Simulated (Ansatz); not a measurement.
Crystal: Sn.

```
Sn
1.0
    -1.89465    1.89465    1.89465
     1.89465   -1.89465    1.89465
     1.89465    1.89465   -1.89465
Sn
1
Direct
  0.00000 0.00000 0.00000
```

This isn't the form of Sn at room conditions, which is tetragonal (white tin).

| Property | Result |
| --- | --- |
| Program | Ansatz 0.2.0 |
| Task | relaxation of cell and atoms |
| Functional | LDA |
| Potentials or basis | Ansatz PAW |
| Cutoff | 420 eV (not typed: the program's choice for these potentials) |
| k mesh | 10 × 10 × 10 |
| Occupations | fermi-dirac, width 0.05 eV |
| Spin | no spin polarisation |

At the start: volume 27.20 Å³/atom.

Q: How do energy, volume and symmetry change on relaxing?

A: It ends after 4 steps and the volume is 25.33 Å³/atom (-6.9 %); space group Im-3m (No. 229, to 0.05 Å).

The path:
```csv
step,energy change (eV),largest force (eV/Å),volume (Å³)
1,0.0000,0.0000,27.20
2,-0.0218,0.0000,25.25
3,-0.0218,0.0000,25.33
4,-0.0215,0.0000,25.33
```

Final structure:
```
CELL_PARAMETERS angstrom
-1.85006 1.85006 1.85006
1.85006 -1.85006 1.85006
1.85006 1.85006 -1.85006
ATOMIC_POSITIONS crystal
Sn 0.00000 0.00000 0.00000
```

Caveat: the plane-wave basis is chosen anew once the cell has moved, so the energies of steps on either side of that aren't comparable; the PAW data sets come from PBE, with cores solved anew for the run's functional, which leaves a small shift of forces and pressure.
